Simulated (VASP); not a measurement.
# InP (F-43m) in VASP: further runs

InP is run at these levels: BLYP+D3(BJ), PBE+D4, LDA; tasks: single point.

All numbers are computed with VASP 6.6.1; they aren't measurements. Logs are shortened: lines on timing, memory, paths and dates and some standing lists are left out, and cuts for length are marked.

**The experiment to reproduce.**

A printed reference work, data compilation reports, for a bulk crystal of InP at 1.6 K: band gap 1.4236 eV (direct).

The runs below are set against these values where they give the same quantity.

## Step 1: The cell of the first run

It takes space group F-43m (No. 216, cubic). Conventional cell: a = 5.882 Å, b = 5.882 Å, c = 5.882 Å, α = 90.00°, β = 90.00°, γ = 90.00°. Within 3.4 Å of In (site symmetry -43m) lie 4 P at 2.55 Å. Within 3.4 Å of P (site symmetry -43m) lie 4 In at 2.55 Å.

## Step 2: Single point, BLYP+D3(BJ)

File INCAR:

```
  PREC = Accurate
  ENCUT = 520
  EDIFF = 1E-6
  ISMEAR = 0
  SIGMA = 0.05
  LREAL = False
  LASPH = True
  NELM = 60
  ALGO = Normal
  ISIF = 2
  LWAVE = False
  LCHARG = False
  GGA = B5
  ALDAX = 1.0
  AGGAX = 1.0
  AGGAC = 1.0
  ALDAC = 0.0
  IVDW = 12
  VDW_S6 = 1.0
  VDW_S8 = 2.6996
  VDW_A1 = 0.4298
  VDW_A2 = 4.2359
  NBANDS = 16
```

File KPOINTS:

```
Automatic mesh
0
Gamma
  8 8 8
```

File POSCAR:

```
InP
1.0
    0.0000000000      2.9407545485      2.9407545485
    2.9407545485      0.0000000000      2.9407545485
    2.9407545485      2.9407545485      0.0000000000
In P
1 1
Direct
    0.0000000000      0.0000000000      0.0000000000
    0.7500000000      0.7500000000      0.7500000000
```

Potentials or basis: VASP PAW PBE potentials, release 64 (In_d, P).

The run is started by

```sh
$ cat potpaw_PBE.64/In_d/POTCAR potpaw_PBE.64/P/POTCAR > POTCAR
$ mpirun -np 1 vasp_std > vasp.out
```

OUTCAR:

```text
PREC = Accurate
   ENCUT = 520
   EDIFF = 1E-6
   ISMEAR = 0
   LREAL = False
   LASPH = True
   NELM = 60
   ISIF = 2
   GGA = B5
   IVDW = 12
 IVDW          = 12

 ion  position               nearest neighbor table
   1  0.000  0.000  0.000-   2 2.55   2 2.55   2 2.55   2 2.55
   2  0.750  0.750  0.750-   1 2.55   1 2.55   1 2.55   1 2.55

  LATTYP: Found a face centered cubic cell.
 ALAT       =     5.8815090970

  Lattice vectors:

 A1 = (   0.0000000000,   2.9407545485,   2.9407545485)
 A2 = (   2.9407545485,   0.0000000000,   2.9407545485)
 A3 = (   2.9407545485,   2.9407545485,   0.0000000000)

Analysis of symmetry for initial positions (statically):
=====================================================================
 Subroutine PRICEL returns:
 Original cell was already a primitive cell.

 Routine SETGRP: Setting up the symmetry group for a
 face centered cubic supercell.

 Subroutine GETGRP returns: Found 24 space group operations
 (whereof 24 operations were pure point group operations)
 out of a pool of 48 trial point group operations.

The static configuration has the point symmetry T_d .

Analysis of symmetry for dynamics (positions and initial velocities):
=====================================================================
 Subroutine PRICEL returns:
 Original cell was already a primitive cell.

 Routine SETGRP: Setting up the symmetry group for a
 face centered cubic supercell.

 Subroutine GETGRP returns: Found 24 space group operations
 (whereof 24 operations were pure point group operations)
 out of a pool of 48 trial point group operations.

The dynamic configuration has the point symmetry T_d .

 Subroutine INISYM returns: Found 24 space group operations
 (whereof 24 operations are pure point group operations),
 and found     1 'primitive' translations

----------------------------------------------------------------------------------------

                                     Primitive cell

  volume of cell :      50.8635

  direct lattice vectors                    reciprocal lattice vectors
     0.000000000  2.940754549  2.940754549    -0.170024391  0.170024391  0.170024391
     2.940754549  0.000000000  2.940754549     0.170024391 -0.170024391  0.170024391
     2.940754549  2.940754549  0.000000000     0.170024391  0.170024391 -0.170024391

  length of vectors
     4.158854966  4.158854966  4.158854966     0.294490883  0.294490883  0.294490883

  position of ions in fractional coordinates (direct lattice)
     0.000000000  0.000000000  0.000000000
     0.750000000  0.750000000  0.750000000

  ion indices of the primitive-cell ions
   primitive index   ion index
                 1           1
                 2           2

----------------------------------------------------------------------------------------

 KPOINTS: Automatic mesh

Automatic generation of k-mesh.
 Grid dimensions read from file:
 generate k-points for:    8    8    8

 Generating k-lattice:

  Cartesian coordinates                     Fractional coordinates (reciprocal lattice)
    -0.021253049  0.021253049  0.021253049     0.125000000  0.000000000  0.000000000
     0.021253049 -0.021253049  0.021253049     0.000000000  0.125000000  0.000000000
     0.021253049  0.021253049 -0.021253049     0.000000000  0.000000000  0.125000000

  Length of vectors
     0.036811360  0.036811360  0.036811360

  Shift w.r.t. Gamma in fractional coordinates (k-lattice)
     0.000000000  0.000000000  0.000000000

 Subroutine IBZKPT returns following result:
 ===========================================

 Found     29 irreducible k-points:

 Following reciprocal coordinates:
            Coordinates               Weight
  0.000000  0.000000  0.000000      1.000000
  0.125000  0.000000  0.000000      8.000000
  0.250000  0.000000  0.000000      8.000000
  0.375000  0.000000  0.000000      8.000000
  0.500000  0.000000  0.000000      4.000000
  0.125000  0.125000  0.000000      6.000000
[... 16 lines left out ...]
  0.500000  0.250000  0.125000     48.000000
 -0.375000  0.250000  0.125000     24.000000
 [... further k-points ...]
   k-points           NKPTS =     29   k-points in BZ     NKDIM =     29   number of bands    NBANDS=     16
   number of dos      NEDOS =    301   number of ions     NIONS =      2
   total plane-waves  NPLWV =  32768
   dimension x,y,z NGX =    32 NGY =   32 NGZ =   32
   dimension x,y,z NGXF=    64 NGYF=   64 NGZF=   64
   ions per type =               1   1
   NGX,Y,Z   is equivalent  to a cutoff of  12.79, 12.79, 12.79 a.u.
   NGXF,Y,Z  is equivalent  to a cutoff of  25.58, 25.58, 25.58 a.u.
 SYSTEM =  unknown system
   PREC   = accura    normal or accurate (medium, high low for compatibility)
   ISTART =      0    job   : 0-new  1-cont  2-samecut
   ICHARG =      2    charge: 1-file 2-atom 10-const
   ISPIN  =      1    spin polarized calculation?
   LNONCOLLINEAR =      F non collinear calculations
   LSORBIT =      F    spin-orbit coupling
   LASPH  =      T    aspherical Exc in radial PAW
   ENCUT  =  520.0 eV  38.22 Ry    6.18 a.u.   7.73  7.73  7.73*2*pi/ulx,y,z
   NELM   =     60;   NELMIN=  2; NELMDL= -5     # of ELM steps
   EDIFF  = 0.1E-05   stopping-criterion for ELM
   LREAL  =      F    real-space projection
   EDIFFG = 0.1E-04   stopping-criterion for IOM
   NSW    =      0    number of steps for IOM
   IBRION =     -1    ionic relax: 0-MD 1-quasi-New 2-CG
   NFREE  =      0    steps in history (QN), initial steepest desc. (CG)
   ISIF   =      2    stress and relaxation
   ISYM   =      2    0-nonsym 1-usesym 2-fastsym
   POTIM  = 0.5000    time-step for ionic-motion
   TEBEG  =    0.0;   TEEND  =   0.0 temperature during run
   PSTRESS=    0.0 pullay stress
   NELECT =      18.0000    total number of electrons
   NUPDOWN=      -1.0000    fix difference up-down
   EMIN   =  10.00;   EMAX   =-10.00  energy-range for DOS
   EFERMI =   0.00;   METHOD = LEGACY
   ISMEAR =     0;   SIGMA  =   0.05  broadening in eV -4-tet -1-fermi 0-gaus
   EFERMI_NEDOS =   21; number of points for ismear=-14 and -15
   IALGO  =     38    algorithm
   IMIX   =      4    mixing-type and parameters
     AMIX     =   0.40;   BMIX     =  1.00
     AMIX_MAG =   1.60;   BMIX_MAG =  1.00
  volume/ion in A,a.u.               =      25.43       171.62
  Fermi-wavevector in a.u.,A,eV,Ry     =   1.157969  2.188244 18.243942  1.340892
  Thomas-Fermi vector in A             =   2.294575
   LORBIT       =      0    0 simple, 1 ext, 2 COOP (PROOUT), +10 PAW based schemes
   GGA     = B5    functional components
   LHFCALC =     F    Hartree Fock is set to
   AEXX    =    0.0000 exact exchange contribution
   IVDW    =    12    specifies the selected vdW correction
   LEPSILON=     F    determine dielectric tensor
   LRPA    =     F    only Hartree local field effects (RPA)
 non-spin polarized calculation
 Gauss-broadening in eV      SIGMA  =   0.05
  energy-cutoff  :      520.00
  volume of cell :       50.86
 maximum number of plane-waves:      1387
   NGX = 15   NGY = 15   NGZ = 15

 number of electron      18.0000007 magnetization

 Free energy of the ion-electron system (eV)
  ---------------------------------------------------
  ext. energy  EPLUGINS =         0.00000000
  ---------------------------------------------------
  free energy    TOTEN  =        -7.07694185 eV

  energy without entropy =       -7.07694185  energy(sigma->0) =       -7.07694185

 E-fermi :   5.7651     XC(G=0):  -8.6721

 val. band max:        5.5021738013   @ k =   0.0000   0.0000   0.0000
 cond. band min:       6.0697663857   @ k =   0.0000   0.0000   0.0000
 fundamental gap:      0.5675925844
 Fermi energy:         5.7651319191

 k-point     1 :       0.0000    0.0000    0.0000
  band No.  band energies     occupation
      1      -8.7041      2.00000
      2      -8.7041      2.00000
      3      -8.7041      2.00000
      4      -8.5553      2.00000
      5      -8.5553      2.00000
      6      -5.9427      2.00000
[... 8 lines left out ...]
     15      15.0627      0.00000
     16      15.0627      0.00000

 k-point     2 :       0.1250    0.0000    0.0000
  band No.  band energies     occupation
      1      -8.7219      2.00000
      2      -8.6969      2.00000
      3      -8.6969      2.00000
      4      -8.5552      2.00000
      5      -8.5552      2.00000
      6      -5.7688      2.00000
[... 8 lines left out ...]
     15      14.4477      0.00000
     16      14.9856      0.00000

 k-point     3 :       0.2500    0.0000    0.0000
  band No.  band energies     occupation
      1      -8.7628      2.00000
      2      -8.6816      2.00000
      3      -8.6816      2.00000
      4      -8.5528      2.00000
      5      -8.5528      2.00000
      6      -5.2836      2.00000
[... 8 lines left out ...]
     15      14.2249      0.00000
     16      14.8326      0.00000

 k-point     4 :       0.3750    0.0000    0.0000
  band No.  band energies     occupation
      1      -8.8014      2.00000
      2      -8.6700      2.00000
      3      -8.6700      2.00000
      4      -8.5465      2.00000
      5      -8.5465      2.00000
      6      -4.6383      2.00000
[... 8 lines left out ...]
     15      15.1212      0.00000
     16      15.1212      0.00000
[... 324 lines left out ...]
 k-point    22 :       0.3750    0.2500    0.1250
  band No.  band energies     occupation
      1      -8.7994      2.00000
      2      -8.6631      2.00000
      3      -8.6570      2.00000
      4      -8.5696      2.00000
      5      -8.5409      2.00000
      6      -4.8806      2.00000
[... 8 lines left out ...]
     15      15.7628      0.00000
     16      17.2582      0.00000

 k-point    23 :       0.5000    0.2500    0.1250
  band No.  band energies     occupation
      1      -8.8222      2.00000
      2      -8.6579      2.00000
      3      -8.6430      2.00000
      4      -8.5660      2.00000
      5      -8.5406      2.00000
      6      -4.2905      2.00000
[... 8 lines left out ...]
     15      16.3824      0.00000
     16      17.0030      0.00000

 k-point    24 :      -0.3750    0.2500    0.1250
  band No.  band energies     occupation
      1      -8.8305      2.00000
      2      -8.6572      2.00000
      3      -8.6381      2.00000
      4      -8.5605      2.00000
      5      -8.5430      2.00000
      6      -3.9653      2.00000
[... 8 lines left out ...]
     15      16.3199      0.00000
     16      16.8768      0.00000

 [... further k-points ...]

------------------------ aborting loop because EDIFF is reached ----------------------------------------

 Edisp (eV)   -1.41406

 E8    (eV) :    -1.0474

  FORCE on cell =-STRESS in cart. coord.  units (eV):
  Direction    XX          YY          ZZ          XY          YZ          ZX
  --------------------------------------------------------------------------------------
  -------------------------------------------------------------------------------------
  Total       0.28519     0.28519     0.28519     0.00000     0.00000    -0.00000
  in kB       8.98329     8.98329     8.98329     0.00000     0.00000    -0.00000
  external pressure =        8.98 kB  Pullay stress =        0.00 kB

 VOLUME and BASIS-vectors are now :
 -----------------------------------------------------------------------------
  energy-cutoff  :      520.00
  volume of cell :       50.86
      direct lattice vectors                 reciprocal lattice vectors
     0.000000000  2.940754549  2.940754549    -0.170024391  0.170024391  0.170024391
     2.940754549  0.000000000  2.940754549     0.170024391 -0.170024391  0.170024391
     2.940754549  2.940754549  0.000000000     0.170024391  0.170024391 -0.170024391

 POSITION                                       TOTAL-FORCE (eV/Angst)
 -----------------------------------------------------------------------------------
      0.00000      0.00000      0.00000        -0.000000      0.000000     -0.000000
      4.41113      4.41113      4.41113         0.000000     -0.000000      0.000000
 -----------------------------------------------------------------------------------
    total drift:                                0.000000      0.000000      0.000000

  FREE ENERGIE OF THE ION-ELECTRON SYSTEM (eV)
  ---------------------------------------------------
  free  energy   TOTEN  =        -8.4910022696 eV

  energy  without entropy=       -8.4910022696  energy(sigma->0) =       -8.49100227
```

It took 50 s on 1 thread of AMD EPYC 7R13, shared host; peak memory 0.16 GiB.

Results:

```
Free energy                : -8.4910 eV
Pressure                   : 0.9 GPa
Band gap on the k mesh     : 0.57 eV, direct
Dispersion energy per atom : -0.707 eV
```

Caveat: the PAW data sets were made with another functional, which shifts forces and pressure a little; spin-orbit coupling is left out, which moves the levels of the heavy elements.

(Continued in part 2 of 3.)
